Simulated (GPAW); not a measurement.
**InPd in GPAW: tuning eigensolver**

Input of the first run (eigensolver default); the others differ in this setting and in those tied to it:

Contents of run.py:

```python
from ase.dft.bandgap import bandgap
from ase.io import read, write
from ase.units import GPa
from gpaw import GPAW, PW, setup_paths

setup_paths.insert(0, '.')

atoms = read('InPd.xyz')

calc = GPAW(mode=PW(600),
            xc='PBEsol',
            kpts={'size': (8, 8, 8), 'gamma': True},
            occupations={'name': 'fermi-dirac', 'width': 0.05},
            nbands=26,
            convergence={'density': 1e-05, 'energy': 1e-05},
            maxiter=100,
            txt='gpaw.txt')
atoms.calc = calc
energy = atoms.get_potential_energy()
forces = atoms.get_forces()
stress = atoms.get_stress()
calc.write('gs.gpw')
write('result.traj', atoms)
print(f'Energy: {energy:.6f} eV')
print('Forces (eV/A):')
print(forces.round(4))
print('Stress (GPa):', (stress / GPa).round(3))
print('Fermi level:', round(calc.get_fermi_level(), 4), 'eV')
print(f'Gap: {bandgap(calc)[0]:.4f} eV, direct: {bandgap(calc, direct=True)[0]:.4f} eV')
```

Contents of InPd.xyz:

```xyz
2
Lattice="3.2718847800 0.0000000000 0.0000000000 0.0000000000 3.2718847800 0.0000000000 0.0000000000 0.0000000000 3.2718847800" Properties=species:S:1:pos:R:3 pbc="T T T"
In     0.0000000000      0.0000000000      0.0000000000
Pd     1.6359423900      1.6359423900      1.6359423900
```

Potentials or basis: PAW data sets generated in the run's folder for this functional, pw.

Command:

```console
$ gpaw-setup -f PBEsol In Pd
$ OMP_NUM_THREADS=1 python run.py
```

The cell comes from a database or a generator and needn't be the stable form of this composition.

Hardware: 1 thread of Arm Neoverse N1.

| eigensolver | energy less the last converged row (meV/atom) | SCF cycles | wall time (s) | peak memory (GiB) |
| --- | --- | --- | --- | --- |
| default | 0.00 | 10 | 33 | 0.16 |
| davidson niter=2 | 0.00 | 12 | 31 | 0.16 |
| davidson niter=4 | 0.00 | 10 | 42 | 0.16 |
| rmm-diis | not converged | - | - | - |
| ppcg | 0.00 | 10 | 33 | 0.16 |
| cg | 0.00 | - | 55 | 0.17 |

Fastest here: davidson niter=2 (31 s), level within noise with default, ppcg; slowest of those that converged: cg (55 s). These are single runs, one after another on one machine, so differences under about a fifth mean little.
